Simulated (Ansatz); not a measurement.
The elements of this relaxed trial crystal are hidden behind letters.

```
lattice vectors (Å)
   1.3716    0.7919   10.5655
  -1.3716    0.7919   10.5655
   0.0000   -1.5838   10.5655
fractional positions
X 0.1057 0.1057 0.1057
X 0.8943 0.8943 0.8943
X 0.5000 0.5000 0.5000
Z 0.7058 0.7058 0.7058
Z 0.2942 0.2942 0.2942
```

Theory: DFT PBE, scalar-relativistic, plane waves, PAW (Ansatz). Cutoff 420 eV, Γ-centred 18×18×18 mesh (5-atom cell), Gaussian smearing of 0.10 eV, collinear spin.

```
Space group                                 : R-3m (No. 166)
Conventional cell                           : a = 2.743 Å, c = 31.697 Å
Volume per atom                             : 13.77 Å³
Density                                     : 13.45 g/cm³
Formation energy                            : −0.02 eV/atom
Gap on the 18×18×18 mesh of the 5-atom cell : 0 eV (a metal)
Net moment per atom                         : 1.79 μB
```

Energies are uncorrected and count from the elements' standard states at the same level.

Task: X is a d-block element of period 4 and Z is a d-block element of period 6. Which elements are they?

Result: X = Fe, Z = Pt, so the formula is Fe3Pt2. Density times volume gives a mean mass of 13.45 × 13.77/1.6605 = 111.5 u per atom, and this set has 111.5 u. Around Fe on a site of symmetry 3m lie 3 Fe at 2.50 Å, 3 Pt at 2.64 Å and 6 Fe at 2.74 Å; around Fe on a site of symmetry -3m lie 6 Fe at 2.50 Å and 6 Fe at 2.74 Å; Pt has 3 Fe at 2.64 Å, 6 Pt at 2.74 Å and 3 Pt at 2.94 Å. Other sets within the hints have nearly the same mass, so mass alone doesn't settle it; this one was computed.

Spin–orbit coupling, which can matter for Pt, is left out. Another magnetic order may lie lower. Symmetry constrained the relaxation, so the result can be a saddle point.
